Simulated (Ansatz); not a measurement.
Born–Oppenheimer molecular dynamics of a periodic cell of 12 atoms, TaN (start crystal TaN, start structure P-62m, volume 1.15 times the crystal's). It goes on from the last frame of an earlier run, with new velocities.

Theory: DFT PBE, scalar-relativistic, plane waves, PAW (Ansatz). Settings: accuracy low, PAW set soft_1, cutoff 420 eV, k mesh 2x2x2, fermi-dirac smearing 0.17 eV, no spin polarisation.

```json
{
 "ensemble": "NVT, Nosé–Hoover chain",
 "time step": "1 fs",
 "steps asked": "200",
 "set temperature": "1400 K",
 "thermostat": "time constant 10 fs, chain length 1",
 "seed": "467715"
}
```

Frames 2 fs apart, positions in Å.

Velocities at 0 fs (Å/ps):

```
Ta 2.01 1.89 -0.62
Ta -0.69 4.28 -0.11
Ta -4.14 -4.07 3.89
N 7.16 -3.46 0.82
N 6.79 -10.00 -9.99
N -7.87 -2.85 7.62
Ta -0.95 2.97 -3.27
Ta -1.33 -3.52 0.47
Ta 2.56 -0.51 -0.70
N 5.42 0.95 1.68
N 14.97 11.53 -9.13
N 6.47 -9.69 13.28
```

```xyz
12
Lattice="5.4569 0.0000 0.0000 -2.7284 4.7258 0.0000 0.0000 0.0000 6.1075" Properties=species:S:1:pos:R:3 time_fs=0 energy_less_start_eV=0.000 T=1400
Ta 0.116 0.273 -0.414
Ta 0.178 3.232 1.407
Ta 2.796 1.466 1.541
N 2.180 0.154 -0.051
N 1.634 3.274 -0.346
N -0.978 2.110 -0.114
Ta -0.009 0.107 2.650
Ta -0.133 3.349 4.373
Ta 2.551 1.780 4.473
N 2.161 0.268 2.908
N 1.692 3.089 3.062
N -0.543 2.034 2.797
12
Lattice="5.4569 0.0000 0.0000 -2.7284 4.7258 0.0000 0.0000 0.0000 6.1075" Properties=species:S:1:pos:R:3 time_fs=2 energy_less_start_eV=0.059 T=1359
Ta 0.120 0.277 -0.415
Ta 0.177 3.241 1.407
Ta 2.788 1.458 1.548
N 2.193 0.148 -0.050
N 1.648 3.253 -0.366
N -0.994 2.102 -0.100
Ta -0.011 0.113 2.644
Ta -0.135 3.342 4.374
Ta 2.556 1.779 4.472
N 2.171 0.266 2.913
N 1.722 3.112 3.041
N -0.535 2.013 2.824
12
Lattice="5.4569 0.0000 0.0000 -2.7284 4.7258 0.0000 0.0000 0.0000 6.1075" Properties=species:S:1:pos:R:3 time_fs=4 energy_less_start_eV=0.103 T=1332
Ta 0.124 0.281 -0.416
Ta 0.175 3.249 1.406
Ta 2.780 1.451 1.555
N 2.203 0.143 -0.051
N 1.661 3.231 -0.384
N -1.009 2.090 -0.089
Ta -0.012 0.119 2.638
Ta -0.137 3.335 4.375
Ta 2.562 1.778 4.471
N 2.179 0.256 2.921
N 1.752 3.132 3.017
N -0.537 1.990 2.851
12
Lattice="5.4569 0.0000 0.0000 -2.7284 4.7258 0.0000 0.0000 0.0000 6.1075" Properties=species:S:1:pos:R:3 time_fs=6 energy_less_start_eV=0.127 T=1323
Ta 0.127 0.285 -0.416
Ta 0.174 3.259 1.404
Ta 2.773 1.444 1.561
N 2.211 0.140 -0.055
N 1.674 3.208 -0.401
N -1.024 2.075 -0.081
Ta -0.013 0.125 2.632
Ta -0.139 3.329 4.378
Ta 2.567 1.778 4.470
N 2.184 0.239 2.933
N 1.781 3.149 2.990
N -0.550 1.968 2.877
12
Lattice="5.4569 0.0000 0.0000 -2.7284 4.7258 0.0000 0.0000 0.0000 6.1075" Properties=species:S:1:pos:R:3 time_fs=8 energy_less_start_eV=0.122 T=1342
Ta 0.130 0.288 -0.416
Ta 0.173 3.268 1.403
Ta 2.765 1.439 1.566
N 2.216 0.137 -0.060
N 1.686 3.185 -0.415
N -1.038 2.057 -0.076
Ta -0.013 0.130 2.626
Ta -0.140 3.322 4.380
Ta 2.574 1.777 4.470
N 2.186 0.214 2.947
N 1.806 3.161 2.959
N -0.573 1.947 2.902
12
Lattice="5.4569 0.0000 0.0000 -2.7284 4.7258 0.0000 0.0000 0.0000 6.1075" Properties=species:S:1:pos:R:3 time_fs=10 energy_less_start_eV=0.072 T=1396
Ta 0.133 0.292 -0.415
Ta 0.172 3.277 1.401
Ta 2.758 1.434 1.571
N 2.218 0.136 -0.068
N 1.696 3.163 -0.427
N -1.050 2.036 -0.074
Ta -0.013 0.136 2.621
Ta -0.140 3.315 4.383
Ta 2.580 1.777 4.470
N 2.187 0.183 2.964
N 1.828 3.166 2.927
N -0.605 1.931 2.925
12
Lattice="5.4569 0.0000 0.0000 -2.7284 4.7258 0.0000 0.0000 0.0000 6.1075" Properties=species:S:1:pos:R:3 time_fs=12 energy_less_start_eV=-0.032 T=1489
Ta 0.135 0.295 -0.414
Ta 0.171 3.286 1.398
Ta 2.751 1.430 1.574
N 2.217 0.135 -0.077
N 1.704 3.144 -0.436
N -1.061 2.012 -0.074
Ta -0.012 0.142 2.616
Ta -0.140 3.309 4.386
Ta 2.587 1.777 4.470
N 2.186 0.147 2.981
N 1.845 3.163 2.893
N -0.647 1.918 2.946
12
Lattice="5.4569 0.0000 0.0000 -2.7284 4.7258 0.0000 0.0000 0.0000 6.1075" Properties=species:S:1:pos:R:3 time_fs=14 energy_less_start_eV=-0.190 T=1613
Ta 0.137 0.298 -0.412
Ta 0.170 3.295 1.396
Ta 2.744 1.426 1.578
N 2.213 0.135 -0.088
N 1.710 3.127 -0.441
N -1.070 1.988 -0.078
Ta -0.010 0.148 2.611
Ta -0.139 3.302 4.390
Ta 2.595 1.777 4.470
N 2.183 0.107 2.998
N 1.857 3.152 2.857
N -0.699 1.911 2.965
12
Lattice="5.4569 0.0000 0.0000 -2.7284 4.7258 0.0000 0.0000 0.0000 6.1075" Properties=species:S:1:pos:R:3 time_fs=16 energy_less_start_eV=-0.381 T=1741
Ta 0.139 0.301 -0.410
Ta 0.169 3.304 1.393
Ta 2.737 1.423 1.580
N 2.207 0.135 -0.101
N 1.713 3.113 -0.442
N -1.078 1.962 -0.085
Ta -0.008 0.153 2.607
Ta -0.139 3.296 4.394
Ta 2.602 1.777 4.470
N 2.179 0.066 3.013
N 1.864 3.133 2.821
N -0.759 1.908 2.981
12
Lattice="5.4569 0.0000 0.0000 -2.7284 4.7258 0.0000 0.0000 0.0000 6.1075" Properties=species:S:1:pos:R:3 time_fs=18 energy_less_start_eV=-0.573 T=1834
Ta 0.141 0.304 -0.408
Ta 0.168 3.313 1.390
Ta 2.731 1.420 1.582
N 2.199 0.136 -0.115
N 1.713 3.103 -0.439
N -1.083 1.937 -0.093
Ta -0.005 0.159 2.603
Ta -0.137 3.289 4.399
Ta 2.611 1.777 4.471
N 2.174 0.026 3.025
N 1.867 3.107 2.784
N -0.826 1.909 2.993
12
Lattice="5.4569 0.0000 0.0000 -2.7284 4.7258 0.0000 0.0000 0.0000 6.1075" Properties=species:S:1:pos:R:3 time_fs=20 energy_less_start_eV=-0.728 T=1855
Ta 0.142 0.306 -0.405
Ta 0.167 3.321 1.387
Ta 2.725 1.418 1.584
N 2.190 0.136 -0.131
N 1.710 3.098 -0.432
N -1.088 1.914 -0.103
Ta -0.002 0.165 2.599
Ta -0.135 3.283 4.404
Ta 2.619 1.777 4.471
N 2.168 -0.012 3.033
N 1.865 3.076 2.747
N -0.898 1.913 3.002
12
Lattice="5.4569 0.0000 0.0000 -2.7284 4.7258 0.0000 0.0000 0.0000 6.1075" Properties=species:S:1:pos:R:3 time_fs=22 energy_less_start_eV=-0.822 T=1788
Ta 0.142 0.308 -0.402
Ta 0.166 3.329 1.384
Ta 2.719 1.416 1.585
N 2.180 0.137 -0.148
N 1.705 3.095 -0.422
N -1.091 1.893 -0.115
Ta 0.002 0.170 2.596
Ta -0.133 3.276 4.409
Ta 2.627 1.776 4.471
N 2.160 -0.044 3.036
N 1.861 3.043 2.712
N -0.973 1.917 3.007
```

Of the whole run (200 fs, mean temperature of the second half 1384 K): The conserved energy stayed within 0.18 meV per atom of its start (net change -0.00075 meV per atom), so the integration is sound. A run of 0.2 ps of so small a system gives no equilibrium averages. Limits of this set-up: coarse k mesh, low accuracy level.

The run took 9.9 min on 1 thread of Arm Neoverse V1, on a shared host, peak memory 0.47 GiB.
